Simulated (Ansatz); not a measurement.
# Ge (I4_1/amd) in Ansatz: a series of runs

Runs on Ge. Level: PBE. Tasks: single point.

Everything below comes from runs of Ansatz 0.2.0. Logs are shortened: lines on timing, memory, paths and dates and some standing lists are left out, and cuts for length are marked.

### 1 The crystal as given

Symmetry: I4_1/amd, No. 141, tetragonal system. Conventional cell: a = 5.149 Å, b = 5.149 Å, c = 2.795 Å, α = 90.00°, β = 90.00°, γ = 90.00°. Ge (site symmetry -4m2) is surrounded by 6 Ge at 2.67 to 2.79 Å.

This isn't the form of Ge at room conditions, which is diamond.

### 2 Single point, PBE

input.yaml

```yaml
crystal:
  lattice:
    - [-2.574489719, 2.574489719, 1.3974126432]
    - [2.574489719, -2.574489719, 1.3974126432]
    - [2.574489719, 2.574489719, -1.3974126432]
  atoms:
    - { symbol: Ge, position: [0.5, 0.5, 0.0] }
    - { symbol: Ge, position: [0.25, 0.75, 0.5] }
hamiltonian:
  xc: pbe
  pseudopotentials: { kind: paw }
kpoints:
  mp_grid: { grid: [11, 11, 11] }
scf:
  occupations: { method: gaussian, width: 0.02 }
output:
  forces: true
  stress: true
  eigenvalues: true
```

Potentials or basis: Ansatz PAW.

Started as:

```
$ ansatz run input.yaml --threads 2 --pin off --max-ram 5632MiB --backend cpu --events-out ev --progress --plain --runs-dir out
```

The program printed:

```text
Warning: RAYON_NUM_THREADS=2 ignored (pool sized by the plan → 2); use --threads N
Engine: ansatz 0.2.0, x86_64-unknown-linux-gnu
Pseudopotentials: kind: paw
Pseudopotential: Ge, paw, valence charge 14, recommended cutoff 420 eV (normal), Ge.paw.azcp
Functional definition: PBE
  parameter kappa = 0.804
  parameter beta = 0.06672455060314922
  exchange = pbe_x(kappa = kappa, mu = beta*pi^2/3)
  correlation = pbe_c(beta = beta)
Crystal: 2 atoms, lattice volume = 37.048 Å³
Basis set: ecut = 420 eV, 733 PW (Γ), exchange–correlation on 54×54×54 points (8 copies of the dense FFT grid, shifted against one another)
Bands: 18, of which v1, the nominal top of the filled ones, is band 14 counted from 1 (13 counted from 0)
Symmetry: 16 space group operations
Space group: I41/amd (ITA 141), of the structure as read, at distance tolerance 3.3e-5 Å
k-points: 126 of 1331
Non-local potential: Ge, projectors of the file, l = 0: 2, l = 1: 2, l = 2: 3, l = 3: 1
PAW form: soft (Blöchl's): semilocal exchange-correlation on the pseudo side does not see the compensation charge
PAW one-centre angular grid: Ge, 590 points (default); XC on 64 Gauss nodes
Initial density: superposition of atomic densities (neutral atoms: chi_scale 0, normalization atom), corrected by the library's trained network
Initial wavefunctions: pseudopotential atomic-orbital guess
Functional: x = pbe(κ = 0.804, μ = 0.2195149727645171), c = pbe(β = 0.06672455060314922)
SCF iter   1: F=—  HF=-8589.494040 eV  |F-HF|=—  |Δ(HF+E_count)|=         —  Δρ=1.35e-3  dr2=4.03e-4  ethr=1.77e-3  ⟨swp⟩=6.0  Hψ=9748  notcnv=0
preconditioner: auto → Kerker (q_TF=auto, 2.604 Å⁻¹)  [metal: Δε(μ)=0.014 eV  Ē_g=23.529 eV  σ=0.020 eV  W_gap=0.36  n_scr=16 (ndim 8)  ℏωp=32.3 eV  f_vac=0.000  D(μ)=2.09/eV (n_scr^D=16)]
SCF iter   2: F=—  HF=-8589.493651 eV  |F-HF|=—  |Δ(HF+E_count)|=   3.89e-4  Δρ=8.43e-4  dr2=1.59e-4  ethr=1.44e-6  ⟨swp⟩=2.5  Hψ=4609  notcnv=0
SCF iter   3: F=—  HF=-8589.493756 eV  |F-HF|=—  |Δ(HF+E_count)|=   1.05e-4  Δρ=2.65e-4  dr2=1.27e-5  ethr=5.68e-7  ⟨swp⟩=2.0  Hψ=4009  notcnv=0
SCF iter   4: F=—  HF=-8589.493734 eV  |F-HF|=—  |Δ(HF+E_count)|=   2.15e-5  Δρ=1.04e-4  dr2=2.07e-6  ethr=4.53e-8  ⟨swp⟩=2.0  Hψ=3859  notcnv=0
SCF iter   5: F=—  HF=-8589.493734 eV  |F-HF|=—  |Δ(HF+E_count)|=   6.31e-7  Δρ=3.49e-5  dr2=3.15e-7  ethr=7.41e-9  ⟨swp⟩=2.0  Hψ=3508  notcnv=0
SCF iter   6: F=-8589.493734 eV  HF=-8589.493734 eV  |F-HF|=1.51e-9  |Δ(HF+E_count)|=   1.69e-7  Δρ=5.00e-6  dr2=7.59e-9  ethr=3.57e-10  ⟨swp⟩=4.5  Hψ=7224  notcnv=0
SCF 1 converged in 6 iterations: F = -8589.493734 eV  dr2 = 7.59e-9
SCF converged after 6 iterations
Free energy (F): -8589.493734 eV
Harris-Foulkes:  -8589.493734 eV  (|F-HF|=1.51e-9)
Internal energy: -8589.493296 eV  (E = F + TS)
E sigma→0 (E₀):  -8589.493515 eV
Entropy (-TS):   -0.000437 eV (-0.219 meV/atom)
Fermi energy:    11.239334 eV
--- Per-component energies (eV) ---
  E_band       = -221.736252
  E_kinetic    = 222.080683
  E_local      = -4288.290773  (includes V_loc(G=0)·N_el)
  E_nonlocal   = 833.027099
  E_hartree    = 1879.531847
  E_xc         = -151.594053
  E_vxc        = -129.726571  (∫ρ·V_xc dr)
  E_paw        = -4035.445950  (= ΣΔE_a)
  E_vpaw       = -617.892723  (= ΣTr[D̂ρ^β])
  E_aug_tail   = 0.000602  (compensation charges beyond the density's cutoff)
  E_ewald      = -3048.802751
  E_smearing   = -0.000437  (= −TS)
  E_closure    = 0.000000  (closes the sum)
  Σ components = -8589.493734   (vs F -8589.493734, Δ=0.00e0)
--- Forces (eV/Å), atoms counted from 1 ---
  atom   1  Ge     0.00000000     0.00000000     0.00000000
  atom   2  Ge     0.00000000     0.00000000     0.00000000
  max |Σ_I F_I| component: 4.16e-17 eV/Å
--- Stress (GPa, compression-positive) ---
        3.062405      -0.000000       0.000000
       -0.000000       3.062405       0.000000
        0.000000      -0.000000       3.530223
  P = ⅓ Tr σ = 3.2183 GPa (32.183 kbar)
--- Band table (eV; the first three rows and the last of 126) ---
  k-point 0: bands = ["-13.5527", "-13.5086", "-13.4780", "-13.4764", "-13.3714", "-13.3714", "-13.3651", "-13.3651", "-13.3033", "-13.2360", "-2.1144", "7.1295", "8.8514", "8.8514", "14.4705", "18.7941", "18.7941", "19.3424"]
  k-point 1: bands = ["-13.5483", "-13.5094", "-13.4790", "-13.4740", "-13.3734", "-13.3692", "-13.3639", "-13.3634", "-13.3060", "-13.2407", "-2.0231", "6.3148", "8.9516", "9.4544", "14.9427", "17.7952", "18.2979", "19.4690"]
  k-point 2: bands = ["-13.5354", "-13.5115", "-13.4858", "-13.4625", "-13.3794", "-13.3634", "-13.3611", "-13.3586", "-13.3138", "-13.2537", "-1.7492", "4.9521", "9.2511", "10.2764", "16.2619", "16.3421", "17.1950", "19.2492"]
  k-point 125: bands = ["-13.5146", "-13.5142", "-13.3986", "-13.3872", "-13.3775", "-13.3737", "-13.3685", "-13.3613", "-13.3612", "-13.3589", "2.0267", "2.3600", "5.3273", "5.6636", "17.3854", "17.3947", "21.7080", "22.0919"]
```

It took 9.3 s on 2 threads of Intel Xeon at 2.50GHz (Skylake/Cascade Lake), shared host; peak memory 0.38 GiB.

Results:

```
Free energy            : -8589.4937 eV
Pressure               : 3.2 GPa
Band gap on the k mesh : none (metal or under the smearing width)
```

### 3 Single point, PBE

input.yaml: that of step 2 with these lines changed.

```diff
@@ -14,3 +14,3 @@
 scf:
-  occupations: { method: gaussian, width: 0.02 }
+  occupations: { method: gaussian, width: 0.021 }
 output:
@@ -19 +19,5 @@
   eigenvalues: true
+  write_density: true
+  write_potential: true
+  elf: true
+  volumetric_format: npy
```

Potentials or basis: Ansatz PAW.

Started as:

```
$ ansatz run input.yaml --threads 2 --pin off --max-ram 5632MiB --backend cpu --events-out ev --progress --plain --runs-dir out
```

The program printed:

```text
Warning: RAYON_NUM_THREADS=2 ignored (pool sized by the plan → 2); use --threads N
[... 8 set-up lines as earlier in the session ...]
Crystal: 2 atoms, lattice volume = 37.048 Å³
Basis set: ecut = 420 eV, 733 PW (Γ), exchange–correlation on 54×54×54 points (8 copies of the dense FFT grid, shifted against one another)
Bands: 18, of which v1, the nominal top of the filled ones, is band 14 counted from 1 (13 counted from 0)
[... 2 set-up lines as earlier in the session ...]
k-points: 126 of 1331
[... 6 set-up lines as earlier in the session ...]
SCF iter   1: F=—  HF=-8589.494061 eV  |F-HF|=—  |Δ(HF+E_count)|=         —  Δρ=1.35e-3  dr2=4.01e-4  ethr=1.77e-3  ⟨swp⟩=6.0  Hψ=9733  notcnv=0
preconditioner: auto → Kerker (q_TF=auto, 2.604 Å⁻¹)  [metal: Δε(μ)=0.014 eV  Ē_g=23.529 eV  σ=0.021 eV  W_gap=0.35  n_scr=16 (ndim 8)  ℏωp=32.3 eV  f_vac=0.000  D(μ)=2.08/eV (n_scr^D=16)]
SCF iter   2: F=—  HF=-8589.493673 eV  |F-HF|=—  |Δ(HF+E_count)|=   3.88e-4  Δρ=8.42e-4  dr2=1.58e-4  ethr=1.43e-6  ⟨swp⟩=2.5  Hψ=4637  notcnv=0
SCF iter   3: F=—  HF=-8589.493778 eV  |F-HF|=—  |Δ(HF+E_count)|=   1.05e-4  Δρ=2.65e-4  dr2=1.27e-5  ethr=5.65e-7  ⟨swp⟩=2.0  Hψ=4009  notcnv=0
SCF iter   4: F=—  HF=-8589.493757 eV  |F-HF|=—  |Δ(HF+E_count)|=   2.18e-5  Δρ=1.04e-4  dr2=2.08e-6  ethr=4.52e-8  ⟨swp⟩=2.0  Hψ=3855  notcnv=0
SCF iter   5: F=—  HF=-8589.493756 eV  |F-HF|=—  |Δ(HF+E_count)|=   6.31e-7  Δρ=3.49e-5  dr2=3.16e-7  ethr=7.42e-9  ⟨swp⟩=2.0  Hψ=3508  notcnv=0
SCF iter   6: F=-8589.493756 eV  HF=-8589.493756 eV  |F-HF|=1.64e-9  |Δ(HF+E_count)|=   1.70e-7  Δρ=4.97e-6  dr2=7.51e-9  ethr=3.57e-10  ⟨swp⟩=7.5  Hψ=11398  notcnv=0
SCF 1 converged in 6 iterations: F = -8589.493756 eV  dr2 = 7.51e-9
SCF converged after 6 iterations
Free energy (F): -8589.493756 eV
Harris-Foulkes:  -8589.493756 eV  (|F-HF|=1.64e-9)
Internal energy: -8589.493280 eV  (E = F + TS)
E sigma→0 (E₀):  -8589.493518 eV
Entropy (-TS):   -0.000476 eV (-0.238 meV/atom)
Fermi energy:    11.239052 eV
--- Per-component energies (eV) ---
  E_band       = -221.737238
  E_kinetic    = 222.080322
  E_local      = -4288.289683  (includes V_loc(G=0)·N_el)
  E_nonlocal   = 833.027395
  E_hartree    = 1879.531074
  E_xc         = -151.593835
  E_vxc        = -129.726312  (∫ρ·V_xc dr)
  E_paw        = -4035.446405  (= ΣΔE_a)
  E_vpaw       = -617.893482  (= ΣTr[D̂ρ^β])
  E_aug_tail   = 0.000602  (compensation charges beyond the density's cutoff)
  E_ewald      = -3048.802751
  E_smearing   = -0.000476  (= −TS)
  E_closure    = 0.000000  (closes the sum)
  Σ components = -8589.493756   (vs F -8589.493756, Δ=0.00e0)
--- Forces (eV/Å), atoms counted from 1 ---
  atom   1  Ge    -0.00000000     0.00000000     0.00000000
  atom   2  Ge    -0.00000000     0.00000000     0.00000000
  max |Σ_I F_I| component: 2.08e-17 eV/Å
--- Stress (GPa, compression-positive) ---
        3.064299       0.000000       0.000000
        0.000000       3.064299       0.000000
       -0.000000       0.000000       3.521989
  P = ⅓ Tr σ = 3.2169 GPa (32.169 kbar)
--- Band table (eV; the first three rows and the last of 126) ---
  k-point 0: bands = ["-13.5527", "-13.5087", "-13.4781", "-13.4764", "-13.3715", "-13.3715", "-13.3651", "-13.3651", "-13.3034", "-13.2360", "-2.1144", "7.1295", "8.8514", "8.8514", "14.4706", "18.7941", "18.7941", "19.3424"]
  k-point 1: bands = ["-13.5483", "-13.5095", "-13.4791", "-13.4741", "-13.3734", "-13.3692", "-13.3639", "-13.3635", "-13.3060", "-13.2407", "-2.0231", "6.3147", "8.9516", "9.4544", "14.9427", "17.7952", "18.2979", "19.4690"]
  k-point 2: bands = ["-13.5354", "-13.5115", "-13.4859", "-13.4625", "-13.3795", "-13.3635", "-13.3611", "-13.3587", "-13.3138", "-13.2537", "-1.7492", "4.9520", "9.2511", "10.2764", "16.2619", "16.3421", "17.1950", "19.2491"]
  k-point 125: bands = ["-13.5147", "-13.5142", "-13.3986", "-13.3873", "-13.3775", "-13.3737", "-13.3685", "-13.3614", "-13.3612", "-13.3590", "2.0267", "2.3599", "5.3274", "5.6636", "17.3854", "17.3946", "21.7080", "22.0919"]
```

rho_z.tsv:

```text
# z_ang	rho[e/angstrom^3]
# format = ansatz-planar-average/11
# lattice	-2.574489719	2.574489719	1.397412643
# lattice	2.574489719	-2.574489719	1.397412643
# lattice	2.574489719	2.574489719	-1.397412643
# sites	2
# site	32	0.000000000	0.000000000	1.397412643
# site	32	2.574489719	0.000000000	0.698706322
0.000000	1.866497e0
0.144439	1.581964e0
0.288877	1.016837e0
0.433316	5.859279e-1
0.577754	3.750011e-1
0.722193	2.893780e-1
[... 19 lines left out ...]
3.610964	1.016837e0
3.755402	1.581964e0
```

v_z.tsv:

```text
# z_ang	v_es[eV]	v_tot[eV]
# format = ansatz-planar-average/11
# xc	pbe
# density_cutoff_ev	1680
# datasets	Ge=:simpson_from_first_knot:soft
# lattice	-2.574489719	2.574489719	1.397412643
# lattice	2.574489719	-2.574489719	1.397412643
# lattice	2.574489719	2.574489719	-1.397412643
# sites	2
# site	32	0.000000000	0.000000000	1.397412643
# site	32	2.574489719	0.000000000	0.698706322
0.000000	2.779681e0	-8.377324e0
0.144439	3.041659e0	-8.069585e0
0.288877	3.779956e0	-7.184200e0
0.433316	4.848864e0	-5.873363e0
0.577754	6.089375e0	-4.339451e0
0.722193	7.353850e0	-2.846752e0
[... 19 lines left out ...]
3.610964	3.779956e0	-7.184200e0
3.755402	3.041659e0	-8.069585e0
```

Run time: 12 s. Hardware: 2 threads of Intel Xeon at 2.50GHz (Skylake/Cascade Lake), shared host; peak memory 0.38 GiB.

What came out:

- Free energy: -8589.4938 eV
- Pressure: 3.2 GPa
- Band gap on the k mesh: none (metal or under the smearing width)

Stress tensor (GPa, compression positive):
```
3.06 0.00 0.00
0.00 3.06 0.00
0.00 0.00 3.52
```

### 4 Single point, PBE

input.yaml: that of step 3 with these lines changed.

```diff
@@ -14,3 +14,3 @@
 scf:
-  occupations: { method: gaussian, width: 0.021 }
+  occupations: { method: gaussian, width: 0.022 }
 output:
```

Started as:

```
$ ansatz run input.yaml --threads 2 --pin off --max-ram 5632MiB --backend cpu --events-out ev --progress --plain --runs-dir out
```

Run time: 12 s. Hardware: 2 threads of Intel Xeon at 2.50GHz (Skylake/Cascade Lake), shared host; peak memory 0.38 GiB.

It converged, with:

* Free energy: -8589.4938 eV
* Pressure: 3.2 GPa
* Band gap on the k mesh: none (metal or under the smearing width)

Stress tensor (GPa, compression positive):
```
3.07 0.00 0.00
0.00 3.07 0.00
0.00 0.00 3.51
```

Levels at points of the mesh, in eV from the Fermi level:
```tsv
k point	band 10	band 11	band 12	band 13	band 14	band 15	band 16	band 17	band 18
(0.00, 0.00, 0.00)	-24.47	-13.35	-4.11	-2.39	-2.39	3.23	7.56	7.56	8.10
```

### 5 Single point, PBE

input.yaml: that of step 4 with these lines changed.

```diff
@@ -14,3 +14,3 @@
 scf:
-  occupations: { method: gaussian, width: 0.022 }
+  occupations: { method: gaussian, width: 0.023 }
 output:
@@ -19,5 +19 @@
   eigenvalues: true
-  write_density: true
-  write_potential: true
-  elf: true
-  volumetric_format: npy
```

Started as:

```
$ ansatz run input.yaml --threads 2 --pin off --max-ram 5632MiB --backend cpu --events-out ev --progress --plain --runs-dir out
```

Wall time 7.9 s (2 threads of Intel Xeon at 2.50GHz (Skylake/Cascade Lake), shared host); peak memory 0.38 GiB.

The run converged. Its results:

| Property | Result |
| --- | --- |
| Free energy | -8589.4938 eV |
| Pressure | 3.2 GPa |
| Band gap on the k mesh | none (metal or under the smearing width) |

Stress tensor (GPa, compression positive):
```
3.07 0.00 0.00
0.00 3.07 0.00
0.00 0.00 3.51
```

Levels at points of the mesh, in eV from the Fermi level:
| k point | band 12 | band 13 | band 14 | band 15 | band 16 | band 17 |
| --- | --- | --- | --- | --- | --- | --- |
| (0.00, 0.00, 0.00) | -4.11 | -2.39 | -2.39 | 3.23 | 7.56 | 7.56 |

### 6 Summary

```csv
smearing,gap on the mesh (eV),pressure (GPa)
gaussian 0.02 eV,none,3.2
gaussian 0.021 eV,none,3.2
gaussian 0.022 eV,none,3.2
gaussian 0.023 eV,none,3.2
```

Alike in all rows: task single point; level PBE; potentials or basis Ansatz PAW; no spin polarisation; cell as given; k mesh 11 × 11 × 11; cutoff (eV) 420.

Every run on the cell as given and a fine mesh finds a metal.

Total energies depend on the potentials used, so only differences within one code and one set of settings carry meaning.
